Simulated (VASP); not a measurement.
Set up this calculation in VASP 6.6.1, as the native input.

```yaml
Task: single point
Functional: PBE
Potentials_or_basis: VASP PAW PBE potentials, release 64 (Pb_d, S)
Cutoff: 520 eV
k_mesh: 8 × 8 × 8
Occupations: gaussian, width 0.023 eV
Spin: no spin polarisation
Further_INCAR_settings: ALGO = Fast; EDIFF = 1e-07; NBANDS = 17
```

The structure of PbS (Galena) lies in POSCAR:

```
PbS
1.0
    0.0000000000      2.9657500000      2.9657500000
    2.9657500000      0.0000000000      2.9657500000
    2.9657500000      2.9657500000      0.0000000000
Pb S
1 1
Direct
    0.0000000000      0.0000000000      0.0000000000
    0.5000000000      0.5000000000      0.5000000000
```

These files were run (other wordings do the same):

INCAR

```
ALGO     = Fast           # electronic algorithm
EDIFF    = 1E-7           # SCF threshold, eV
ENCUT    = 520            # plane-wave cutoff, eV
GGA      = PE             # functional
ISIF     = 2              # what is computed and relaxed
ISMEAR   = 0              # smearing method
LASPH    = T              # aspherical terms in the spheres
LCHARG   = F              # write CHGCAR
LREAL    = F              # projectors in reciprocal space
LWAVE    = F              # write WAVECAR
NBANDS   = 17             # bands
NELM     = 100            # most SCF steps
PREC     = Accurate       # precision mode
SIGMA    = 0.023          # smearing width, eV
```

KPOINTS

```
k-points
0
Gamma
  8 8 8
```

Potentials or basis: VASP PAW PBE potentials, release 64 (Pb_d, S).

Run with:

```console
$ cat potpaw_PBE.64/Pb_d/POTCAR potpaw_PBE.64/S/POTCAR > POTCAR
$ mpirun -np 1 vasp_std > vasp.out
```

Results of the run:

```
Pressure               : 2.2 GPa
Band gap on the k mesh : 0.36 eV, direct
```

Caveat: spin-orbit coupling is left out, which as a rule narrows the gap of such compounds by several tenths of an eV.

It took 20 s on 1 thread of Intel(R) Xeon(R) Platinum 8488C (Sapphire Rapids), on a shared host, peak memory 0.18 GiB.
